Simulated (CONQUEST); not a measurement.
Sc:

```
Sc
1.0
     3.43521    0.00000    0.00000
     0.00000    5.42268    0.00000
     0.00000    0.00000    5.42268
Sc
4
Cartesian
  1.6054 2.7113 0.0000
  1.8298 0.0000 2.7113
  0.0000 0.0000 0.0000
  0.0000 2.7113 2.7113
```

This isn't the form of Sc at room conditions, which is hcp.

* Program: CONQUEST 1.3
* Task: single point
* Functional: PBE
* Potentials or basis: PseudoDojo NC PBE, DZP, grid cutoff 150 Ha
* k mesh: 8 × 5 × 5
* Occupations: fermi-dirac, width 0.05 eV
* Spin: no spin polarisation

On this cell: pressure -0.7 GPa; largest force 0.224 eV/Å; band gap on the k mesh none (metal or under the smearing width).

The same run follows on a disturbed copy (atoms moved at random, drawn with an rms of 0.05 Å):

```
Sc
1.0
     3.43521    0.00000    0.00000
     0.00000    5.42268    0.00000
     0.00000    0.00000    5.42268
Sc
4
Direct
  0.47880 0.49717 0.98912
  0.53186 0.00819 0.49720
  0.00243 0.00304 0.99707
  0.99764 0.49998 0.50212
```

Task: What changes?

Result: The energy (extrapolated to zero smearing) moves by +1.1 meV/atom; pressure -0.5 GPa; largest force 0.292 eV/Å; band gap on the k mesh none (metal or under the smearing width).

Forces in eV/Å, atoms in the order of the input:
```
Sc   0.066  0.059  0.230
Sc  -0.256 -0.106  0.031
Sc   0.043 -0.097 -0.027
Sc   0.096  0.160 -0.225
```

Stress tensor (GPa, compression positive):
```
 0.08  0.10  0.05
 0.10 -0.84 -0.07
 0.05 -0.07 -0.85
```

The forces don't sum to zero, so they hold noise of the program's grid.

Caveats: the basis of atomic orbitals isn't converged, which shifts pressures, moduli and gaps.
